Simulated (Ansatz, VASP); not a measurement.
# GaP in VASP and in Ansatz

```
Ga P
1.0
     0.00000    2.69558    2.69558
     2.69558    0.00000    2.69558
     2.69558    2.69558    0.00000
Ga P
1 1
Direct
  0.00000 0.00000 0.00000
  0.75000 0.75000 0.75000
```

Alike in both runs: task single point; functional LDA; k mesh 8 × 8 × 8; occupations gaussian, width 0.05 eV; no spin polarisation.

|  | VASP | Ansatz |
| --- | --- | --- |
| version | VASP 6.6.1 | Ansatz 0.2.0 |
| potentials or method | VASP PAW LDA potentials, release 64 (Ga_d, P) | scalar-relativistic, plane waves, PAW |
| plane-wave cutoff (eV) | 520 | 420 |
| valence electrons in the cell | 18 | 18 |

|  | VASP | Ansatz | Ansatz less VASP |
| --- | --- | --- | --- |
| gap on the k mesh at the Fermi level (eV) | 1.43 | 1.43 | +0.001 |
| least direct gap on the mesh (eV) | 1.91 | 1.88 | -0.029 |
| pressure (GPa) | 0.1 | 0.0 | -0.08 |

A k mesh can miss the band edges.
